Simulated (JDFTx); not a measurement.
A run of JDFTx 1.7.0 (patched build) is set up as follows.

Contents of Sb.in:

```
lattice \
    6.0151229766    -0.0173042221    -0.1497929207 \
   -0.0173042221     5.9284639160    -0.1068337767 \
   -0.1497929207    -0.1068337767     5.9770525541
coords-type Lattice
ion Sb     0.0035030000     0.0030650000    -0.0217410000 1

ion-species pseudo/Sb.upf
elec-cutoff 40
elec-ex-corr gga-PBE
kpoint-folding 8 8 8
elec-smearing Fermi 0.0018374661
elec-n-bands 13
electronic-SCF nIterations 100 energyDiffThreshold 1e-08
electronic-minimize nIterations 30 energyDiffThreshold 1e-7
converge-empty-states yes
forces-output-coords Cartesian

dump-name run.$VAR
dump End Ecomponents EigStats BandEigs Kpoints Forces Stress
```

Potentials or basis: PseudoDojo-SR-PBE-0.5-standard.

Run with:

```bash
$ jdftx -c 1 -i Sb.in -o Sb.out
```

(1) What does it give for the band gap on the k mesh?

(2) What does it give for the pressure?

Results:

(1) none (metal or under the smearing width).

(2) -2.4 GPa.

Caveat: the empty levels aren't tightly converged.
